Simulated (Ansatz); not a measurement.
Field gradients against strain in GaP

```xyz
2
Lattice="0.0000 2.7252 2.7252 2.7252 0.0000 2.7252 2.7252 2.7252 0.0000" Properties=species:S:1:pos:R:3 pbc="T T T"
Ga    0.0000    0.0000    0.0000
P     4.0879    4.0879    4.0879
```

Atoms are numbered in the order listed.

The cell comes from COD entry 9008846, which wasn't checked; take it as a given geometry.

Level of theory: Ansatz 0.2.0, DFT, LDA, all-electron PAW with datasets made for the crystal, scalar-relativistic.

The runs use a Γ-centred 10×10×10 k mesh, Fermi–Dirac smearing of 0.05 eV, cutoff 240 eV (chosen by the program for this cell), no spin polarisation.

The strain is applied along the Cartesian axes of the cell as listed (the other components stay zero). Fractional coordinates are held (clamped ions).

The columns are Cartesian components of the electric field gradient at the nuclei, in 10²¹ V/m².

Only quantities that a quadratic follows smoothly over the whole series are listed; rougher ones are left out.

```
    εzz  Vzz at Ga1  Vzz at P2
-0.0300        0.61      -0.37
-0.0200        0.40      -0.25
-0.0100        0.20      -0.12
 0.0000        0.00       0.00
 0.0200       -0.38       0.25
 0.0300       -0.56       0.38
```

(1) Fit the series and give the gradient–strain slopes.

(2) One run, at εzz = 0.0100, is withheld. Predict its row.

Answers

(1) Least-squares fits y = p0 + p1 x + p2 x² to the rows give Vzz at Ga1: p1 = -19.5, p2 = 27; Vzz at P2: p1 = 12.5, p2 = 3.8. The slopes p1 are in 10²¹ V/m² per unit strain, for clamped ions.

(2) The fits give -0.19, 0.13; the run gave -0.19, 0.13.
